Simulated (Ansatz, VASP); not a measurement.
Ca: VASP beside Ansatz

```
Ca
1.0
    -2.19167    2.19167    2.19167
     2.19167   -2.19167    2.19167
     2.19167    2.19167   -2.19167
Ca
1
Direct
  0.00000 0.00000 0.00000
```

Alike in both runs: functional PBE; k mesh 14 × 14 × 14; occupations gaussian, width 0.1 eV; no spin polarisation.

Ansatz relaxed the structure, and its values are those at the end. VASP's run is a single point on that final structure, the one shown.

```csv
,VASP,Ansatz
version,VASP 6.6.1,Ansatz 0.2.0
potentials or method,"VASP PAW PBE potentials, release 64 (Ca_sv)","scalar-relativistic, plane waves, PAW"
plane-wave cutoff (eV),520,420
valence electrons in the cell,10,10
```

|  | VASP | Ansatz | Ansatz less VASP |
| --- | --- | --- | --- |
| gap on the k mesh at the Fermi level (eV) | none | none | - |
| pressure (GPa) | 0.0 | 0.0 | -0.02 |

A gap of «none» marks a metal or a gap that the smearing closes. With one functional, cell and mesh, what is left measures potentials, basis and numerics.
